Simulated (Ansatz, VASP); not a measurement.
## Two plane-wave programs on WS2

INCAR

```
  PREC = Accurate
  ENCUT = 520
  EDIFF = 1E-6
  ISMEAR = -1
  SIGMA = 0.02
  LREAL = False
  LASPH = True
  NELM = 100
  ALGO = Fast
  ISIF = 2
  LWAVE = False
  LCHARG = False
  GGA = PE
  NBANDS = 20
```

KPOINTS

```
regular mesh
0
Gamma
  6 6 6
```

The input POSCAR:

```
WS2
1.0
    1.5985959938      0.9229498273      6.0871025276
   -1.5985959938      0.9229498273      6.0871025276
    0.0000000000     -1.8458996547      6.0871025276
W S
1 2
Direct
    0.0000000000      0.0000000000      0.0000000000
    0.2477300233      0.2477300233      0.2477300233
    0.7522699767      0.7522699767      0.7522699767
```

Input for Ansatz:

```yaml
crystal:
  lattice:
    - [1.5985959938, 0.9229498273, 6.0871025276]
    - [-1.5985959938, 0.9229498273, 6.0871025276]
    - [0.0, -1.8458996547, 6.0871025276]
  atoms:
    - { symbol: W, position: [0.0, 0.0, 0.0] }
    - { symbol: S, position: [0.2477300233, 0.2477300233, 0.2477300233] }
    - { symbol: S, position: [0.7522699767, 0.7522699767, 0.7522699767] }
kpoints:
  mp_grid: { grid: [6, 6, 6] }
hamiltonian:
  xc: pbe
scf:
  occupations: { method: fermi_dirac, width: 0.02 }
  n_extra_bands: 4
  mixing: { preconditioner: none }
output:
  forces: true
  stress: true
  eigenvalues: true
```

Alike in both runs: task single point; functional PBE; k mesh 6 × 6 × 6; occupations fermi-dirac, width 0.02 eV; no spin polarisation.

```csv
,VASP,Ansatz
version,VASP 6.6.1,Ansatz 0.2.0
potentials or method,"VASP PAW PBE potentials, release 64 (W_sv, S)",plane waves
plane-wave cutoff (eV),520,420
valence electrons in the cell,26,26
```

|  | VASP | Ansatz | Ansatz less VASP |
| --- | --- | --- | --- |
| pressure (GPa) | 3.1 | 3.1 | +0.05 |
| largest component of the traceless stress (GPa) | 0.96 | 0.96 | -0.009 |
| rms of the force components (eV/Å) | 0.077 | 0.077 | +0.0006 |

Atom by atom the forces differ by 0.001 eV/Å (rms over components).

Caveats: the k mesh is coarse (spacing up to 0.38 Å⁻¹), so the values aren't converged. Spin-orbit coupling is left out, which matters for the levels of W.
